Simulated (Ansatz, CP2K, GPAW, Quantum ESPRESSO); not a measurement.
## WC: 6 runs at one level of theory

```
W C
1.0
     2.90650    0.00000    0.00000
    -1.45325    2.51710    0.00000
     0.00000    0.00000    2.83660
W C
1 1
Direct
  0.00000 0.00000 0.00000
  0.66667 0.33333 0.50000
```

Alike in all runs: task band structure; functional PBEsol; k mesh 10 × 10 × 9; occupations fermi-dirac, width 0.05 eV; no spin polarisation; no spin-orbit coupling. Pressure is positive in compression and, in plane waves, holds the error of the finite cutoff, which Ansatz's Pulay term estimates and takes out.

| program and potentials | plane-wave cutoff (eV) | notes | pressure (GPa) |
| --- | --- | --- | --- |
| Ansatz, PAW datasets made for the crystal | 340 | - | -3.43 |
| Quantum ESPRESSO, GBRV 1.5 PBEsol | 762 | - | -2.60 |
| CP2K, POTENTIAL_UZH W GTH-PBE-q14, C GTH-PBE-q4; TZVP-MOLOPT-PBE-GTH basis | - | atomic basis; potentials made for PBE | -4.00 |
| Quantum ESPRESSO, PseudoDojo 0.4.1 SR PBEsol standard | 1116 | - | -3.15 |
| Ansatz, all-electron LAPW, scalar-relativistic | - | - | -3.43 |
| GPAW, PAW data sets generated for this functional | 800 | - | -3.98 |

The pressure spans -4.00 (CP2K, POTENTIAL_UZH W GTH-PBE-q14, C GTH-PBE-q4; TZVP-MOLOPT-PBE-GTH basis) to -2.60 GPa (Quantum ESPRESSO, GBRV 1.5 PBEsol), with all-electron results at -3.43. Rows in atomic bases carry the error of their basis and grid, which can be large.

The functional is the same throughout but for its coding, so the spread measures potentials, basis and numerics; runs on potential files found faulty are left out.
